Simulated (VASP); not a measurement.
Wanted: the native input for a VASP 6.6.1 run.

```yaml
Task: single point
Functional: r2SCAN
Potentials_or_basis: VASP PAW PBE potentials, release 64 (Pd)
Cutoff: 520 eV
k_mesh: 6 × 6 × 4
Occupations: gaussian, width 0.1 eV
Spin: no spin polarisation
Dipole_correction: no
Further_INCAR_settings: ALGO = Normal; EDIFF = 1e-06; NBANDS = 28
```

The system is Pd.

```
Pd
1.0
     1.88975   -4.61641    0.00000
     1.88975    4.61641    0.00000
     0.00000    0.00000    3.72101
Pd
4
Direct
  0.13803 0.86197 0.99999
  0.63803 0.36197 0.50001
  0.86197 0.13803 0.00001
  0.36197 0.63803 0.49999
```

The cell was built by a generator and needn't be a form met in nature.

The input as run:

POSCAR

```
Pd
1.0
    1.8897484846     -4.6164138881      0.0000000000
    1.8897484846      4.6164138881      0.0000000000
    0.0000000000      0.0000000000      3.7210051786
Pd
4
Direct
    0.1380250866      0.8619749134     -0.0000108489
    0.6380250866      0.3619749134      0.5000108489
    0.8619749134      0.1380250866      1.0000108489
    0.3619749134      0.6380250866      0.4999891511
```

INCAR.step1

```
PREC = Accurate
ENCUT = 520
ISMEAR = 0
SIGMA = 0.1
LREAL = F
LASPH = T
NELM = 100
NBANDS = 28
GGA = PE
ALGO = Normal
EDIFF = 1E-4
LWAVE = T
LCHARG = F
```

INCAR.step2

```
PREC = Accurate
ENCUT = 520
EDIFF = 1E-6
ISMEAR = 0
SIGMA = 0.1
LREAL = F
LASPH = T
NELM = 100
ALGO = Normal
ISIF = 2
LWAVE = F
LCHARG = F
METAGGA = R2SCAN
LMIXTAU = T
NBANDS = 28
ISTART = 1
```

KPOINTS

```
regular mesh
0
Gamma
  6 6 4
```

Potentials or basis: VASP PAW PBE potentials, release 64 (Pd).

The run is started by

```sh
$ cat potpaw_PBE.64/Pd/POTCAR > POTCAR
$ cp INCAR.step1 INCAR
$ mpirun -np 1 vasp_std > vasp.out
$ cp INCAR.step2 INCAR
$ mpirun -np 1 vasp_std > vasp.out
```

Results of the run:

```json
{
 "Pressure": "0.5 GPa",
 "Largest force": "0.004 eV/Å",
 "Band gap on the k mesh": "none (metal or under the smearing width)"
}
```

Caveat: the k mesh is coarse (spacing up to 0.42 Å⁻¹), so the values aren't converged; the PAW data sets were made with another functional, which shifts forces and pressure a little.

Run time: 2.9 min on 1 thread of Intel(R) Xeon(R) Platinum 8488C (Sapphire Rapids), on a shared host, peak memory 0.23 GiB.
